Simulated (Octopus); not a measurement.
# CsSnBr3 (Pm-3m) in Octopus: density of states with r2SCAN

Aim: the density of states of CsSnBr3 with r2SCAN.

All numbers are computed with Octopus 16.4; they aren't measurements. Logs are shortened: lines on timing, memory, paths and dates and some standing lists are left out, and cuts for length are marked.

**The experiment to reproduce.**

From “Influence of hidden halogen mobility on local structure of CsSn(Cl1−xBrx)3 mixed-halide perovskites by solid-state NMR”, 2020, pmc:8179406, for a powder of CsSnBr3 at 300 K: band gap 1.79 eV (optical).

How close the calculation comes is told below.

## (1) The crystal as given

Symmetry: Pm-3m, No. 221, cubic system. The conventional cell has a = 5.839 Å, b = 5.839 Å, c = 5.839 Å, α = 90.00°, β = 90.00°, γ = 90.00°. Cs (site symmetry m-3m) has 12 Br at 4.13 Å as nearest neighbours. Around Sn (site symmetry m-3m) lie 6 Br at 2.92 Å. Br (site symmetry 4/mmm) is surrounded by 2 Sn at 2.92 Å.

The cell is a database's computed one.

## (2) Density of states, r2SCAN

Input file run.py:

```python
from ase.calculators.octopus import Octopus, OctopusProfile
from ase.io import read

atoms = read('CsSnBr3.cif')
calc = Octopus(profile=OctopusProfile(command='octopus'), directory='.',
               CalculationMode='gs',
               ExperimentalFeatures='yes',
               PseudopotentialSet='hgh_lda',
               Spacing=[['0.18246893*angstrom', '0.18246893*angstrom', '0.18246893*angstrom']],
               DerivativesOrder=8,
               KPointsGrid=[[4, 4, 4]],
               KPointsUseSymmetries='yes',
               XCFunctional='mgga_x_r2scan + mgga_c_r2scan',
               FilterPotentials='filter_none',
               SmearingFunction='fermi_dirac',
               Smearing='0.1*eV',
               ExtraStates=15,
               Eigensolver='chebyshev_filter',
               ConvRelDens='1e-6',
               MaximumIter=120,
               Mixing=0.2,
               DOSGamma='0.1*eV',
               DOSEnergyPoints=400,
               Output=[['dos']],
               )
atoms.calc = calc
energy = atoms.get_potential_energy()
print('energy (eV):', energy)
print('forces (eV/A):')
print(atoms.get_forces())
```

Input file CsSnBr3.cif:

```cif
data_CsSnBr3
_cell_length_a 5.83900561
_cell_length_b 5.83900561
_cell_length_c 5.83900561
_cell_angle_alpha 90.00000000
_cell_angle_beta 90.00000000
_cell_angle_gamma 90.00000000
_space_group_name_H-M_alt 'Pm-3m'
_space_group_name_Hall '-P 4 2 3'
_space_group_IT_number 221
loop_
_space_group_symop_operation_xyz
'x,y,z'
'-x,-y,-z'
'-y,x,z'
'y,-x,-z'
'-x,-y,z'
'x,y,-z'
'y,-x,z'
'-y,x,-z'
'x,-y,-z'
'-x,y,z'
'-y,-x,-z'
'y,x,z'
'-x,y,-z'
'x,-y,z'
'y,x,-z'
'-y,-x,z'
'z,x,y'
'-z,-x,-y'
'z,-y,x'
'-z,y,-x'
'z,-x,-y'
'-z,x,y'
'z,y,-x'
'-z,-y,x'
'-z,x,-y'
'z,-x,y'
'-z,-y,-x'
'z,y,x'
'-z,-x,y'
'z,x,-y'
'-z,y,x'
'z,-y,-x'
'y,z,x'
'-y,-z,-x'
'x,z,-y'
'-x,-z,y'
'-y,z,-x'
'y,-z,x'
'-x,z,y'
'x,-z,-y'
'-y,-z,x'
'y,z,-x'
'-x,-z,-y'
'x,z,y'
'y,-z,-x'
'-y,z,x'
'x,-z,y'
'-x,z,-y'
loop_
_atom_site_label
_atom_site_type_symbol
_atom_site_symmetry_multiplicity
_atom_site_Wyckoff_symbol
_atom_site_fract_x
_atom_site_fract_y
_atom_site_fract_z
_atom_site_occupancy
Cs1 Cs 1 a 0.0000000000 0.0000000000 0.0000000000 1
Sn1 Sn 1 b 0.5000000000 0.5000000000 0.5000000000 1
Br1 Br 3 c 0.0000000000 0.5000000000 0.5000000000 1
```

Potentials or basis: hgh_lda (LDA).

The run is started by

```console
OMP_NUM_THREADS=1 python run.py
```

octopus.out:

```text
Running octopus

Version                : 16.4
Optional libraries     :

************************** Calculation Mode **************************
Input: [CalculationMode = gs]
**********************************************************************

Input: [SpinComponents = unpolarized]

******************************* Space ********************************
Octopus will run in 3 dimension(s).
Octopus will treat the system as periodic in 3 dimension(s).
**********************************************************************

Input: [AllElectronType = no]
Input: [PseudopotentialSet = hgh_lda]
Reading Coordinates from ReducedCoordinates block

****************************** Species *******************************
  Species 'Cs'
    type             : pseudopotential
    file             : 'Cs.hgh'
    file format      : HGH
    valence charge   : 1.0
    atomic number    :  55
    form on file     : kleinman-bylander
    lmax             : 2
    llocal           : -1
    projectors per l : 3
    total projectors : 9
    application form : kleinman-bylander
    orbitals         :  1
    bound orbitals   :  1

  Species 'Sn'
    type             : pseudopotential
    file             : 'Sn.hgh'
    file format      : HGH
    valence charge   : 4.0
    atomic number    :  50
    form on file     : kleinman-bylander
    lmax             : 2
    llocal           : -1
    projectors per l : 3
    total projectors : 9
    application form : kleinman-bylander
    orbitals         :  4
    bound orbitals   :  4

  Species 'Br'
    type             : pseudopotential
    file             : 'Br.hgh'
    file format      : HGH
    valence charge   : 7.0
    atomic number    :  35
    form on file     : kleinman-bylander
[... 306 lines left out ...]

------------------------------%---------------------------------------
-%----------------------------%---------------------------------------
-%----------------------------%%--------------------------------------
-%--------------------------%-%%--------------------------------------
-%--------------------------%-%%--------------------------------------
-%--------------------------%%%%-----------------%-%------------------
%%--------------------------%%%%--------------%--%-%%%%--%--%---------
%%------------------------%-%%%%-------------%%--%-%%%%--%--%-%-------
%%------------------------%%%%%%----------%--%%-%%%%%%%%%%%%%-%--%----
%%------------------%%%---%%%%%%%%%%-----%%--%%%%%%%%%%%%%%%%%%%%%%---
                                       ^

Fermi energy =     0.035448 H

**********************************************************************

*********************** SCF CYCLE ITER #    2 ************************
 etot  = -4.49994947E+01 abs_ev   =  2.91E-01 rel_ev   =  4.81E-02
 ediff =        2.71E-01 abs_dens =  4.84E-01 rel_dens =  1.86E-02
Matrix vector products: 250
Converged eigenvectors: 0
[... 163 lines left out ...]
*********************** SCF CYCLE ITER #   16 ************************
 etot  = -4.45662578E+01 abs_ev   =  1.31E-06 rel_ev   =  2.37E-07
 ediff =        5.77E-07 abs_dens =  7.02E-07 rel_dens =  2.70E-08
Matrix vector products: 250
Converged eigenvectors: 10

#  State  KPoint  Eigenvalue [H]  Occupation    Error
      1       1       -0.566359    2.000000   ( 7.1E-08)
      1       2       -0.563983    2.000000   ( 8.0E-08)
      1       3       -0.561820    2.000000   ( 9.6E-08)
      1       5       -0.560240    2.000000   ( 8.3E-08)
      1       4       -0.559941    2.000000   ( 1.1E-07)
      1       6       -0.558281    2.000000   ( 1.1E-07)
      1       7       -0.556775    2.000000   ( 1.1E-07)
      1       8       -0.554099    2.000000   ( 1.2E-07)
[... 23 lines left out ...]
     28       7        0.368452    0.000000   ( 2.1E-02)
     27       2        0.373473    0.000000   ( 1.8E-02)
     28       9        0.380103    0.000000   ( 3.0E-02)
     28       2        0.380138    0.000000   ( 2.5E-02)
     28       5        0.384202    0.000000   ( 2.9E-02)
     26       1        0.385538    0.000000   ( 1.3E-02)
     27       1        0.385651    0.000000   ( 1.2E-02)
     28       1        0.386745    0.000000   ( 2.3E-02)

Density of states:

-%--------------------------------------------------------------------
-%--------------------------------------------------------------------
-%---------------------------------%----------------------------------
-%---------------------------------%%---------------------------------
-%---------------------------------%%-------------------%-%-----------
-%--------------------------------%%%-------------------%%%-----------
-%-------------------------------%%%%-------------------%%%-%-%-%%----
-%------------------------------%%%%%--------------%%--%%%%%%-%-%%%---
%%---------------------------%-%%%%%%----------%---%%--%%%%%%-%%%%%%--
%%-------------------%%%-----%%%%%%%%%-%-%----%%---%%-%%%%%%%%%%%%%%%%
                                            ^

Fermi energy =     0.044672 H

**********************************************************************

Info: SCF converged in   16 iterations

Info: Number of matrix-vector products:       4000
Info: Writing output to static/
Info: Finished writing information to 'restart/gs'.

Octopus emitted 22 warnings.

Octopus used 1 experimental feature:

  Since you used one or more experimental features, results are likely
  wrong and should not  be considered as valid scientific data.  Check

  or contact the octopus developers for details.

** Warning:
**   The XCFunctional that you selected does not match the one used
**   to generate the pseudopotentials.

** Warning:
**   MGGA energy functionals is under development.
**   It might not work or produce wrong results.

** Warning:
**   One of the radii of your pseudopotential's localized parts seems
**   unusually large; check that your pseudopotential is correct.

** Warning:
**   Unable to read wavefunctions.
**   Starting from scratch!

** Warning:
**   Cannot do LCAO for all states because there are not enough atomic orbitals.
**   Required: 28. Available: 17. 11 orbitals will be randomized.

** Warning:
**   Symmetrization discrepancy ratio (scalar) =  1.50979E-06

** Warning:
**   Symmetrization discrepancy ratio (scalar) =  5.32277E-02

** Warning:
**   Some of the states are not fully converged!
```

inp (written by ASE):

```text
boxshape = parallelepiped
%LatticeParameters
 1.0 | 1.0 | 1.0
%

%LatticeVectors
 11.03412145012539 | 0.0 | 0.0
 0.0 | 11.03412145012539 | 0.0
 0.0 | 0.0 | 11.03412145012539
%

periodicdimensions = 3
calculationmode = gs
experimentalfeatures = yes
pseudopotentialset = hgh_lda

%spacing
 0.18246893*angstrom | 0.18246893*angstrom | 0.18246893*angstrom
%

derivativesorder = 8

%kpointsgrid
 4 | 4 | 4
%

kpointsusesymmetries = yes
xcfunctional = mgga_x_r2scan + mgga_c_r2scan
filterpotentials = filter_none
smearingfunction = fermi_dirac
smearing = 0.1*eV
extrastates = 15
eigensolver = chebyshev_filter
convreldens = 1e-6
maximumiter = 120
mixing = 0.2
dosgamma = 0.1*eV
dosenergypoints = 400

%output
 dos
%

%ReducedCoordinates
 'Cs' | 0.0 | 0.0 | 0.0
 'Sn' | 0.5 | 0.5 | 0.5
 'Br' | 0.0 | 0.5 | 0.5
 'Br' | 0.5 | 0.0 | 0.5
 'Br' | 0.5 | 0.5 | 0.0
%
```

stdout:

```text
energy (eV): -1212.7096484668616
forces (eV/A):
[[0. 0. 0.]
 [0. 0. 0.]
 [0. 0. 0.]
 [0. 0. 0.]
 [0. 0. 0.]]
```

It took 15 min on 1 thread of Intel Xeon Platinum 8259CL at 2.50GHz (Skylake/Cascade Lake), shared host; peak memory 0.53 GiB.

What came out:

```yaml
Free_energy: -1212.7115 eV
Band_gap_on_the_k_mesh: 0.70 eV, direct
```

States per cell in windows of 1 eV (zero at the valence-band top; states under -8 eV left out):
```csv
from (eV),total
-8.0,0.61
-7.0,0.16
-6.0,1.43
-5.0,3.40
-4.0,7.24
-3.0,4.32
-2.0,0.95
-1.0,0.38
0.0,0.51
1.0,1.11
2.0,1.35
3.0,2.62
4.0,5.26
5.0,5.75
6.0,3.85
7.0,4.35
```

Caveat: this is an older set of potentials, less accurate than current ones; the potentials were made for another functional, which shifts forces and pressure; the DOS is broadened by Lorentzians of 0.1 eV, whose tails reach into gaps; spin-orbit coupling is left out, which moves the levels of the heavy elements.

## (3) Against experiment

Step 2. A measured gap of CsSnBr3 is 1.79 eV (optical; 300 K; powder; “Influence of hidden halogen mobility on local structure of CsSn(Cl1−xBrx)3 mixed-halide perovskites by solid-state NMR”, 2020, pmc:8179406); the calculated 0.70 eV misses it by -1.09 eV. So large a miss can be the level of theory's own, or it may mean another phase, state or a wrong row. Spin-orbit coupling on Br, Cs, Sn is left out. The value is that of r2SCAN on a finite k mesh, which can miss the band edges, without temperature or zero-point motion. The cell is a database's relaxed one, not the measured one, which moves gaps too.
